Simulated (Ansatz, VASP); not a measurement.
# InSb3 in VASP and in Ansatz

File INCAR:

```
PREC     = Accurate       # precision mode
ENCUT    = 520            # plane-wave cutoff, eV
EDIFF    = 1E-6           # SCF threshold, eV
ISMEAR   = -1             # smearing method
SIGMA    = 0.05           # smearing width, eV
LREAL    = F              # projectors in reciprocal space
LASPH    = T              # aspherical terms in the spheres
NELM     = 60             # most SCF steps
ALGO     = Normal         # electronic algorithm
ISIF     = 2              # what is computed and relaxed
LWAVE    = F              # write WAVECAR
LCHARG   = T              # write CHGCAR
GGA      = PS             # functional
IVDW     = 13             # dispersion correction
LELF     = T              # ELF
LVHAR    = T            
NBANDS   = 22             # bands
```

The input KPOINTS:

```
regular mesh
0
Gamma
  4 4 4
```

Contents of POSCAR:

```
InSb3
1.0
    0.0000000000      3.8608488066      3.8608488066
    3.8608488066      0.0000000000      3.8608488066
    3.8608488066      3.8608488066      0.0000000000
In Sb
1 3
Direct
    0.0000000000      0.0000000000      0.0000000000
    0.2500000000      0.2500000000      0.2500000000
    0.7500000000      0.7500000000      0.7500000000
    0.5000000000      0.5000000000      0.5000000000
```

Input for Ansatz:

```yaml
crystal:
  lattice:
    - [0.0, 3.8608488066440696, 3.8608488066440696]
    - [3.8608488066440696, 0.0, 3.8608488066440696]
    - [3.8608488066440696, 3.8608488066440696, 0.0]
  atoms:
    - { symbol: In, position: [0.0, 0.0, 0.0] }
    - { symbol: Sb, position: [0.25, 0.25, 0.25] }
    - { symbol: Sb, position: [0.75, 0.75, 0.75] }
    - { symbol: Sb, position: [0.5, 0.5, 0.5] }
basis:
  ecutwfc: 500.0
kpoints:
  mp_grid:
    grid: [4, 4, 4]
hamiltonian:
  xc: pbesol
  dispersion: d4
scf:
  occupations:
    method: fermi_dirac
    width: 0.05
output:
  stress: true
```

The cell comes from a database or a generator and needn't be the stable form of this composition.

Alike in both runs: task single point; functional PBEsol; dispersion D4; k mesh 4 × 4 × 4; occupations fermi-dirac, width 0.05 eV; no spin polarisation.

|  | VASP | Ansatz |
| --- | --- | --- |
| version | VASP 6.6.1 | Ansatz 0.2.0 |
| potentials or method | VASP PAW PBE potentials, release 64 (In_d, Sb) | plane waves, PAW |
| plane-wave cutoff (eV) | 520 | 500 |
| valence electrons in the cell | 28 | 58 |

Ansatz gave:

| Item | Value |
| --- | --- |
| pressure (GPa) | -7.6 |
| dispersion energy (meV/atom) | -274.9 |

What did VASP give for the same quantities?

Pressure (GPa): -7.6; dispersion energy (meV/atom): -274.7.

The two sets of potentials don't hold the same shells in valence.

Caveats: the PAW data sets were made with another functional, which shifts forces and pressure a little (VASP); pairwise dispersion overbinds metals, which lowers pressure and volume. Spin-orbit coupling is left out, which matters for the levels of Sb.
